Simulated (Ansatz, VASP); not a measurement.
## AlN: VASP beside Ansatz

The input POSCAR:

```
AlN
1.0
    0.0000000000      1.9878761000      1.9878761000
    1.9878761000      0.0000000000      1.9878761000
    1.9878761000      1.9878761000      0.0000000000
N Al
1 1
Direct
    0.5000000000      0.5000000000      0.5000000000
    0.0000000000      0.0000000000      0.0000000000
```

The input INCAR.step1:

```
ALGO = Normal
EDIFF = 1E-4
ENCUT = 520
GGA = PE
ISMEAR = -1
LASPH = T
LCHARG = F
LREAL = F
LWAVE = T
NBANDS = 11
NELM = 100
PREC = Accurate
SIGMA = 0.1
```

INCAR.step2

```
ALGO = Normal
EDIFF = 1E-6
ENCUT = 520
ISIF = 2
ISMEAR = -1
ISTART = 1
LASPH = T
LCHARG = F
LMIXTAU = T
LREAL = F
LWAVE = F
METAGGA = R2SCAN
NBANDS = 11
NELM = 100
PREC = Accurate
SIGMA = 0.1
```

Contents of KPOINTS:

```
k-points
0
Gamma
  11 11 11
```

Input for Ansatz:

```yaml
crystal:
  lattice:
    - [0.0, 1.9878761, 1.9878761]
    - [1.9878761, 0.0, 1.9878761]
    - [1.9878761, 1.9878761, 0.0]
  atoms:
    - { symbol: "N", position: [0.5, 0.5, 0.5] }
    - { symbol: Al, position: [0.0, 0.0, 0.0] }
  symmetry: { tolerance: 0.0003 }
kpoints:
  mp_grid: { grid: [11, 11, 11], shift: [0, 0, 0] }
  band_path:
    path:
      - [0.0, 0.0, 0.0]
      - [0.5, 0.0, 0.5]
      - [0.625, 0.25, 0.625]
      - [0.375, 0.375, 0.75]
      - [0.0, 0.0, 0.0]
      - [0.5, 0.5, 0.5]
      - [0.5, 0.25, 0.75]
      - [0.5, 0.0, 0.5]
    npoints: 8
magnetization:
  spin_polarized: false
scf:
  occupations: { method: fermi_dirac }
  lower_state_search: "off"
  max_iter: 200
hamiltonian:
  pseudopotentials: { kind: paw }
  xc: r2scan
basis:
  ecutwfc: 500
  fft_grid_basis: typed
output:
  forces: true
  stress: true
  eigenvalues: true
  bader: true
  populations: true
  elf: true
  write_potential: true
  volumetric_format: npy
  dos:
    e_range: [-12, 8]
    de: 0.05
    projected: { site_lists: { Al: [Al], "N": ["N"] } }
checkpoint:
  read: saved_state
```

Alike in both runs: task single point; functional r2SCAN; k mesh 11 × 11 × 11; no spin polarisation.

|  | VASP | Ansatz |
| --- | --- | --- |
| version | VASP 6.6.1 | Ansatz 0.2.0 |
| potentials or method | VASP PAW PBE potentials, release 64 (N, Al) | PAW plane waves |
| plane-wave cutoff (eV) | 520 | 500 |
| occupations | fermi-dirac, width 0.1 eV | fermi-dirac |
| valence electrons in the cell | 8 | 8 |

|  | VASP | Ansatz | Ansatz less VASP |
| --- | --- | --- | --- |
| gap on the k mesh at the Fermi level (eV) | 5.97 | 6.01 | +0.035 |
| pressure (GPa) | 13.2 | 14.0 | +0.85 |

Caveats: the PAW data sets were made with another functional, which shifts forces and pressure a little (VASP); an odd mesh through Γ misses points on the zone boundary, where band edges often lie. r2SCAN opens gaps a little over a GGA but as a rule still falls short of measured ones.
